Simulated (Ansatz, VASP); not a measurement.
One calculation of Hg, two programs

```
CELL_PARAMETERS angstrom
-1.88963 1.88963 1.88963
1.88963 -1.88963 1.88963
1.88963 1.88963 -1.88963
ATOMIC_POSITIONS crystal
Hg 0.00000 0.00000 0.00000
```

Alike in both runs: task single point; functional PBE; k mesh 8 × 8 × 8; occupations gaussian, width 0.05 eV; no spin polarisation.

|  | VASP | Ansatz |
| --- | --- | --- |
| version | VASP 6.6.1 | Ansatz 0.2.0 |
| potentials or method | VASP PAW PBE potentials, release 64 (Hg) | scalar-relativistic, plane waves, PAW |
| plane-wave cutoff (eV) | 520 | 600 |
| valence electrons in the cell | 12 | 20 |

VASP gave:

```
pressure (GPa) : 1.4
```

Problem. Which values does Ansatz return?

Solution. Pressure (GPa): 1.2.

The functional is the same, so the differences come from potentials, cutoffs and numerics. The two sets of potentials don't hold the same shells in valence.

Spin-orbit coupling is left out, which matters for the levels of Hg.
